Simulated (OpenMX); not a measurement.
# W in OpenMX: the effect of biaxial strain

The system is W.

```
CELL_PARAMETERS angstrom
-1.51905 1.51905 1.58234
1.51905 -1.51905 1.58234
1.51905 1.51905 -1.58234
ATOMIC_POSITIONS crystal
W 0.00000 0.00000 0.00000
```

Alike in all runs:

| Item | Value |
| --- | --- |
| Program | OpenMX 3.8.5 |
| Task | single point |
| Functional | PBE |
| Potentials or basis | OpenMX 2013 PBE set, W7.0-s3p2d2f1, grid cutoff 400 Ry |
| k mesh | 9 × 9 × 9 |
| Occupations | fermi-dirac, width 0.05 eV |
| Spin | no spin polarisation |

```tsv
biaxial strain	pressure (GPa)
-4 %	37.3
-2 %	20.2
0 %	?
2 %	-5.9
4 %	-15.7
```

Question: What does the run with biaxial strain 0 % give?

Answer: Pressure 6.1 GPa.

Worked out: A parabola through the other rows of the pressure, of slope -6.61 GPa per % there, gives 5.9 GPa, against the run's 6.1.

Caveats: the basis of atomic orbitals isn't converged, which shifts pressures, moduli and gaps.
